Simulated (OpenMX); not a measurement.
# Ru under changes of volume

One of the cells (13.575 Å³/atom); the others are scaled copies at fixed shape and fractional positions:

```xyz
2
Lattice="2.7058 0.0000 0.0000 -1.3529 2.3433 0.0000 0.0000 0.0000 4.2819" Properties=species:S:1:pos:R:3 pbc="T T T"
Ru    1.3529    0.7811    3.2114
Ru    0.0000    1.5622    1.0705
```

| Property | Result |
| --- | --- |
| Program | OpenMX 3.8.5 |
| Functional | LDA |
| Potentials or basis | OpenMX 2013 LDA set, Ru7.0-s3p2d2, fixed grid of 28 × 28 × 50 points |
| k mesh | 11 × 11 × 7 |
| Occupations | fermi-dirac, width 0.05 eV |
| Spin | no spin polarisation |

```csv
volume (Å³/atom),energy over the lowest point (meV/atom),largest force (eV/Å)
12.760,41.72,0.016
13.032,13.06,0.015
13.303,0.00,0.014
13.575,0.77,0.013
13.846,13.61,0.012
14.118,?,?
14.389,70.11,0.011
```

Question: What does the run at 14.118 Å³/atom give?

Answer: Energy over the lowest point 37.09 meV/atom; largest force 0.012 eV/Å.

Worked out: A Birch-Murnaghan fit of order 3 (a polynomial in V^(-2/3)) to the other rows has its minimum at 13.42 Å³/atom with B0 = V·E''(V) = 379 GPa and B' = 5.2 at fixed shape and positions, which overstates the stiffness. It gives 37.20 meV/atom at 14.118 Å³/atom, against the run's 37.09.

Energies are extrapolated to zero smearing.

Caveats: the basis of atomic orbitals isn't converged, which shifts pressures, moduli and gaps.
